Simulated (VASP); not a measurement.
Set up this calculation in VASP 6.6.1, as the native input.

```
Task                               : single point
Functional                         : PBE0(alpha)
Potentials or basis                : VASP PAW PBE potentials, release 64 (Cd, S)
Cutoff                             : 520 eV
k mesh                             : 4 × 4 × 4
Occupations                        : fermi-dirac, width 0.05 eV
Spin                               : no spin polarisation
Share of exact exchange            : 0.2
Grid for exact exchange (PRECFOCK) : Fast
Exchange at q = 0                  : truncated
Further INCAR settings             : ALGO = Normal; EDIFF = 1e-06
```

The system is CdS.

```
CELL_PARAMETERS angstrom
0.00000 2.75324 2.75324
2.75324 0.00000 2.75324
2.75324 2.75324 0.00000
ATOMIC_POSITIONS crystal
Cd 0.00000 0.00000 0.00000
S 0.50000 0.50000 0.50000
```

Measurements of this composition are mostly on another form, of space group No. 186.

The input as run:

POSCAR

```
CdS
1.0
    0.0000000000      2.7532440000      2.7532440000
    2.7532440000      0.0000000000      2.7532440000
    2.7532440000      2.7532440000      0.0000000000
Cd S
1 1
Direct
    0.0000000000      0.0000000000      0.0000000000
    0.5000000000      0.5000000000      0.5000000000
```

INCAR.step1

```
PREC = Accurate ; ENCUT = 520
EDIFF = 1E-5 ; ISMEAR = -1
SIGMA = 0.05 ; LREAL = F
LASPH = T ; NELM = 60
ALGO = Normal ; ISIF = 2
LWAVE = T ; LCHARG = F
GGA = PE
```

INCAR.step2

```
PREC = Accurate ; ENCUT = 520
EDIFF = 1E-6 ; ISMEAR = -1
SIGMA = 0.05 ; LREAL = F
LASPH = T ; NELM = 60
ALGO = Normal ; ISIF = 2
LWAVE = F ; LCHARG = F
GGA = PE ; LHFCALC = T
AEXX = 0.2 ; PRECFOCK = Fast
HFRCUT = -1 ; ISTART = 1
```

KPOINTS

```
regular mesh
0
Gamma
  4 4 4
```

Potentials or basis: VASP PAW PBE potentials, release 64 (Cd, S).

The run is started by

```bash
$ cat potpaw_PBE.64/Cd/POTCAR potpaw_PBE.64/S/POTCAR > POTCAR
$ cp INCAR.step1 INCAR
$ mpirun -np 1 vasp_std > vasp.out
$ cp INCAR.step2 INCAR
$ mpirun -np 1 vasp_std > vasp.out
```

Results of the run:

```yaml
Pressure: -1.4 GPa
Band_gap_on_the_k_mesh: 1.56 eV, indirect (least direct gap 2.89 eV)
```

Caveat: the k mesh is coarse (spacing up to 0.49 Å⁻¹), so the values aren't converged, least of all with exact exchange; the PAW data sets were made with another functional, which shifts forces and pressure a little.

Run time: 97 s on 1 thread of Intel(R) Xeon(R) Platinum 8559C (Emerald Rapids) (shared host), peak memory 0.16 GiB.
